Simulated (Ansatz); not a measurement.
The system is Mg.

```
Mg
1.0
     3.17683    0.00000    0.00000
    -1.58841    2.75121    0.00000
     0.00000    0.00000   10.31886
Mg
4
Direct
  0.66667 0.33333 0.75000
  0.00000 0.00000 0.50000
  0.33333 0.66667 0.25000
  0.00000 0.00000 0.00000
```

Base run:

```yaml
Program: Ansatz 0.2.0
Functional: PBE
Potentials_or_basis: Ansatz PAW
Cutoff: "420 eV (not typed: the program's choice for these potentials)"
k_mesh: 10 × 10 × 3
Occupations: gaussian, width 0.011 eV
Spin: no spin polarisation
```

Its results: band gap on the k mesh none (metal or under the smearing width); pressure 1.0 GPa.

**Question.** The run is repeated on the same cell with these changes: functional from PBE to PBEsol; occupations from gaussian, width 0.011 eV to fermi-dirac, width 0.05 eV. What comes out?

**Answer.** Band gap on the k mesh none (metal or under the smearing width); pressure 0.2 GPa.

Caveats: the PAW data sets come from PBE, with cores solved anew for the run's functional, which leaves a small shift of forces and pressure (some runs).
